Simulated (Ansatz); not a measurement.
LiH: from supercell energies to defect levels (H vacancy)

All numbers below come from Ansatz 0.2.0, DFT PBE, scalar-relativistic, plane waves, PAW. Settings: 420 eV cutoff, 4×4×4 k-mesh, shifted by half a step, Gaussian smearing of 0.01 eV, collinear spin in charge 0 alone.

Host crystal, relaxed:

```
Li H
1.0
     0.00000    2.00355    2.00355
     2.00355    0.00000    2.00355
     2.00355    2.00355    0.00000
Li H
1 1
Direct
  0.00000 0.00000 0.00000
  0.50000 0.50000 0.50000
```

The H vacancy was set at (0.500, 0.500, 0.500) of the host cell, in a supercell of 32 sites (257 Å³), relaxed at fixed cell in each charge q. The host's Kohn–Sham gap is 2.98 eV and its static dielectric constant 14.9 (mean). For each charge: the supercell's free energy over the neutral one with q electrons exchanged at the valence band top, F(q) − F(0) + qE_v; the image-charge term; and the term that aligns the potential far from the defect with the host's.

| q | F(q) − F(0) + qE_v (eV) | image charge (eV) | alignment (eV) |
| --- | --- | --- | --- |
| 0 | 0.000 | 0.000 | 0.000 |
| -1 | 2.695 | 0.219 | 0.128 |

Task: Add the terms and find the levels between neighbouring charges, ε(q/q′) = [A(q′) − A(q)]/(q − q′), with and without the two corrections.

Result: A(q): 0.000 eV for 0, 3.042 eV for -1.
```csv
level,corrected (eV over E_v),uncorrected (eV)
(0/-1),3.04,2.69
```

As a check, a point charge in a simple cubic cell of this volume has q²αe²/(2εL) = 0.215 q² eV (e² = 14.40 eV Å, α = 2.837, L = 6.36 Å); the shape of the real cell can change it somewhat. The term grows as q², so it pushes donor levels down and acceptor levels up. The program doubts the alignment for q = -1, so levels beside it are uncertain by about that term.

Task: Which of these charges is lowest with the Fermi level at the valence band top, at mid-gap and at the conduction band bottom?

Result: The line A(q) + qE_F that lies lowest gives the charge: 0 at E_F = 0.00 eV, 0 at E_F = 1.49 eV, 0 at E_F = 2.98 eV. (0/-1) falls outside this Kohn–Sham gap, so the change of charge isn't reached within it; the real gap is usually wider and may hold a localised level, while a level that comes from a carrier in the host's bands only marks the band edge and moves with it. In charge -1 the cell has partly filled levels, from a carrier spread over the host's bands, a defect level that the small cell broadens into a band, or a degenerate defect level that the symmetric start can't split, so the levels beside it are doubtful. Without the alignment that the program doubts, the level (0/-1) would lie at 2.91 eV, inside the gap, so these runs don't decide whether the defect changes charge there. Charges beyond those computed could lie lower near the band edges.

Task: The neutral defect forms at 1.40 eV with atoms taken from and returned to the elements. What are the formation energies at those three Fermi levels, and what share of sites would hold the defect at 1200 K with E_F at mid-gap, if the host still stood at that temperature?

Result: E_f = E_f(0) + A(q) + qE_F = 1.40, 1.40, 1.40 eV. In the dilute limit the share is exp(−E_f/k_BT) = exp(−1.403/0.1034) = 1.3×10⁻⁶, leaving out degeneracy and vibrational entropy. This is the H-rich limit; a poorer supply of H lowers E_f, in a binary host by up to its heat of formation per H atom. The small cell and the narrow Kohn–Sham gap leave errors of tenths of an eV or more, which change the share by orders of magnitude.

Cost: 3 runs of about 1.8 core-minutes in all, on Arm Neoverse V1 (shared hosts).